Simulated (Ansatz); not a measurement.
Bulk crystal (HgTe) after relaxation:

```cif
data_structure
_symmetry_space_group_name_H-M 'F-43m'
_symmetry_Int_Tables_number 216
_cell_length_a 6.5118
_cell_length_b 6.5118
_cell_length_c 6.5118
_cell_angle_alpha 90.000
_cell_angle_beta 90.000
_cell_angle_gamma 90.000
_cell_volume 276.12
loop_
_atom_site_label
_atom_site_type_symbol
_atom_site_symmetry_multiplicity
_atom_site_Wyckoff_symbol
_atom_site_fract_x
_atom_site_fract_y
_atom_site_fract_z
_atom_site_occupancy
Hg1 Hg 4 a 0.00000 0.00000 0.00000 1
Te1 Te 4 c 0.25000 0.25000 0.25000 1
```

Miller indices refer to the conventional cell of F-43m (No. 216), a = 6.512 Å, b = 6.512 Å, c = 6.512 Å, α = 90.00°, β = 90.00°, γ = 90.00°.

The (111) slab of 6 planes, 8.5 Å thick with 15 Å of vacuum as cut; outer planes Hg (top) and Te (bottom).

These are results of DFT PBEsol, scalar-relativistic, plane waves, PAW (Ansatz), not measurements. Cutoff 420 eV; k points 9×9×1 on the computed 6-atom cell (Γ-centred); Gaussian smearing, width 0.10 eV; no spin polarisation. The cell repeats along c with a dipole correction in the vacuum.

The slab's middle planes relax by over 3 % too, so it holds no bulk-like region.

Results for the relaxed slab:

```json
{
 "Surface energy (mean of both faces)": "0.39 J/m²",
 "Work function": "3.59 eV (top), 5.62 eV (bottom)",
 "Dipole of the slab along +c, per cell": "0.21 e·Å"
}
```

Relaxation lowers the energy by 0.094 J/m² a face; the largest move is 0.284 Å.

| plane (bottom to top) | atoms | spacing to next, bulk (Å) | relaxed (Å) | change (%) |
| --- | --- | --- | --- | --- |
| 1 | Te | 0.940 | 0.803 | -14.6 |
| 2 | Hg | 2.820 | 3.009 | +6.7 |
| 3 | Te | 0.940 | 0.785 | -16.5 |
| 4 | Hg | 2.820 | 3.052 | +8.2 |
| 5 | Te | 0.940 | 0.457 | -51.3 |
| 6 | Hg |  |  |  |

Spin-orbit coupling is left out, which matters for the bands of heavy elements.